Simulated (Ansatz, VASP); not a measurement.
## Two plane-wave programs on Sn

Contents of INCAR:

```
PREC = Accurate
ENCUT = 520
EDIFF = 1E-6
ISMEAR = -1
SIGMA = 0.1
LREAL = F
LASPH = T
NELM = 80
ALGO = Normal
ISIF = 2
LWAVE = F
LCHARG = F
GGA = RE
NBANDS = 13
```

The input KPOINTS:

```
regular mesh
0
Gamma
  13 13 13
```

The input POSCAR:

```
Sn
1.0
    0.0000000000      2.4921339022      2.4921339022
    2.4921339022      0.0000000000      2.4921339022
    2.4921339022      2.4921339022      0.0000000000
Sn
1
Direct
    0.0000000000      0.0000000000      0.0000000000
```

Input for Ansatz:

```yaml
crystal:
  lattice:
    - [0.0, 2.4921339022, 2.4921339022]
    - [2.4921339022, 0.0, 2.4921339022]
    - [2.4921339022, 2.4921339022, 0.0]
  atoms:
    - { symbol: Sn, position: [0.0, 0.0, 0.0] }
hamiltonian:
  xc: revpbe
  pseudopotentials:
    kind: paw
    azcp:
      Sn: "pseudopotentials/Sn.paw.azcp"
basis:
  ecutwfc: 420
  fft_grid_basis: typed
kpoints:
  mp_grid: { grid: [13, 13, 13], shift: [0, 0, 0] }
magnetization:
  spin_polarized: false
scf:
  occupations: { method: fermi_dirac, width: 0.1 }
  lower_state_search: "off"
output:
  stress: true
```

Alike in both runs: task single point; functional revPBE; k mesh 13 × 13 × 13; occupations fermi-dirac, width 0.1 eV; no spin polarisation.

|  | VASP | Ansatz |
| --- | --- | --- |
| version | VASP 6.6.1 | Ansatz 0.2.0 |
| potentials or method | VASP PAW PBE potentials, release 64 (Sn_d) | plane waves (420 eV) with PAW, scalar-relativistic |
| plane-wave cutoff (eV) | 520 | 420 |
| valence electrons in the cell | 14 | 14 |

|  | VASP | Ansatz | Ansatz less VASP |
| --- | --- | --- | --- |
| pressure (GPa) | -2.8 | -2.8 | +0.04 |

Caveats: the PAW data sets were made with another functional, which shifts forces and pressure a little (VASP).
